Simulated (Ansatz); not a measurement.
The system is BaH2.

```xyz
6
Lattice="4.4620 0.0000 0.0000 -2.2310 3.8642 0.0000 0.0000 0.0000 6.0553" Properties=species:S:1:pos:R:3 pbc="T T T"
Ba    0.0000    2.5762    1.5138
Ba    2.2310    1.2881    4.5415
H     0.0000    0.0000    0.0000
H     0.0000    0.0000    3.0276
H     2.2310    1.2881    1.5138
H     0.0000    2.5762    4.5415
```

The cell comes from a database or a generator and needn't be the stable form of this composition.

Base run:

```yaml
Program: Ansatz 0.2.0
Functional: HSE06
Potentials_or_basis: Ansatz PAW
Cutoff: 420 eV
Density_cutoff: 1680 eV
k_mesh: 6 × 6 × 4
Occupations: fixed
Spin: no spin polarisation
```

Its results: band gap on the k mesh 2.64 eV, indirect (least direct gap 3.74 eV).

Question: The run is repeated on the same cell with these changes: functional from HSE06 to r2SCAN; cutoff from 420 eV to 500 eV; density cutoff from 1680 eV to 2000 eV; level from hse06 to r2scan. What comes out?

Answer: Band gap on the k mesh 2.26 eV, indirect (least direct gap 3.30 eV).

Caveats: spin-orbit coupling is left out, which moves the levels of the heavy elements.

Not every run made on this cell is shown here.
